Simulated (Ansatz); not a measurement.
Results of LDA in Ansatz (plane waves, PAW) for zinc-blende InN (metastable phase).

Settings: plane-wave cutoff 520 eV, 12×12×12 k mesh, Fermi–Dirac smearing 0.01 eV, scalar-relativistic PAW data made under PBE.

Pressure at four volumes; x = ln(V/15.072 Å³). One pressure is withheld.

| V (Å³/atom) | x | P (GPa) |
|---|---|---|
| 14.168 | -0.0619 | 10.44 |
| 15.072 | 0.0000 | 0.00 |
| 15.675 | 0.0392 | -5.24 |
| 15.976 | 0.0582 | ? |

Pass a parabola P(x) through the three rows shown, estimate the bulk modulus and its pressure derivative near zero pressure, and predict the withheld pressure.

Slopes between the rows: (0.00 − (10.44))/(0.0000 − (-0.0619)) = -168.66 and (-5.24 − (0.00))/(0.0392 − (0.0000)) = -133.67 GPa. Their difference over the span 0.1011 is c = 34.99/0.1011 = 346.1 GPa, so P(x) = 10.44 + (-168.66)(x − (-0.0619)) + 346.1 (x − (-0.0619))(x − (0.0000)). At the middle row B = −dP/dx = −[-168.66 + 346.1 × 0.0619] = 147.2 GPa, and B′ = dB/dP = 2c/B = 4.7. At x = 0.0582 the parabola gives -7.40 GPa; the run gives -7.45 GPa. The Birch–Murnaghan fit to the energies at all volumes has B0 = 146 GPa and B′ = 4.6.

Note: the gap of the solid is closed in this run; this level leaves the solid without a gap, although one is measured.

Spin–orbit coupling is not included; it can open a gap where bands touch, and shift volumes and moduli.

Ansatz is an electronic-structure program.
